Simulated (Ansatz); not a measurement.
A series in volume per atom on SrTe

Periodic Kohn-Sham DFT of a crystal at fixed atoms; pressure and stress are positive in compression; the energy is the free energy less that of spherical unpolarised free atoms; site moments are those in the method's own spheres, positive along +z. The results are calculated, by Ansatz 0.2.0.

Cell of the first row (space group Fm-3m, No. 225):
```
CELL_PARAMETERS angstrom
0.00000 3.30220 3.30220
3.30220 0.00000 3.30220
3.30220 3.30220 0.00000
ATOMIC_POSITIONS crystal
Sr 0.00000 0.00000 0.00000
Te 0.50000 0.50000 0.50000
```

Settings of every row: method frozen-core PAW; functional PBE; relativity scalar; k mesh 11x11x11; filling fermi-dirac; smearing width 0.03 eV; wave cutoff 420 eV; paw set soft_2.

Atom start moment: 0 on all atoms.

Limits: no spin-orbit coupling on heavy atoms; the cell comes from a prototype or a list of computed structures and needn't be the stable phase.

| row | volume per atom (Å³) | pressure (GPa) |
| --- | --- | --- |
| 1 | 36.01 | 1.852 |
| 2 | 36.958 | 0.866 |
| 3 | 37.905 | ? |
| 4 | 38.853 | -0.757 |
| 5 | 39.801 | -1.424 |

Question: what pressure should row 3 give?

Worked fit of pressure. Take u = (V_r/V)^(2/3) − 1 with V_r = 37.906 Å³ an atom, which is twice the finite (Eulerian) strain; such expansions in the strain, on which the Birch-Murnaghan equation of state is built, carry the rest volume and the bulk modulus. The shown rows have u = 0.0348, 0.01703, -0.01632, -0.032. Least squares give pressure = 0.0011 + 48.658 × u + 129.59 × u² GPa; a straight line predicts inner rows, each left out in turn, worse (root mean square 0.084 against 0.0035 GPa). The rows lie off it by 0.001, -0.001, 0.001, -0.001. The pressure vanishes at u = -0.0000, or V = 37.91 Å³ an atom, and there the bulk modulus at fixed shape and fractions is B = −V dP/dV = (2/3)(1 + u) dP/du = 32.4 GPa. The withheld row has u = 2e-05, so the fit gives 0.0011 + 48.658 × (2e-05) + 129.59 × (2e-05)² = 0.002 GPa.

The calculation gave 0.002 GPa. The fit meets it to the printed digit.
